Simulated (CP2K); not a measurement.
Crystal: CdSe.

```
Cd Se
1.0
     4.34202    0.00000    0.00000
     2.17101    3.76030    0.00000
     2.17101    1.25343    3.54524
Cd Se
1 1
Direct
  0.00000 0.00000 0.00000
  0.25000 0.25000 0.25000
```

Measurements of this composition are mostly on another form, of space group No. 186.

Base run:

```yaml
Program: CP2K 2026.2
Functional: vdW-DF2
Potentials_or_basis: POTENTIAL_UZH Cd GTH-PBE-q12, Se GTH-PBE-q6; TZVP-MOLOPT-PBE-GTH basis
Density_cutoff: 9184 eV
k_mesh: 8 × 8 × 8
Occupations: fermi-dirac, width 0.05 eV
Spin: no spin polarisation
```

Its results: band gap on the k mesh 0.52 eV, direct; pressure 5.6 GPa.

Question: The run is repeated on the same cell with these changes: functional from vdW-DF2 to TASK. What comes out?

Answer: Band gap on the k mesh 0.96 eV, direct; pressure 0.7 GPa.

Caveats: the potentials were made for another functional, which shifts forces and pressure; the basis of atomic orbitals isn't converged, which shifts pressures, moduli and gaps.

A k mesh can miss the band edges.

Not every run made on this cell is shown here.
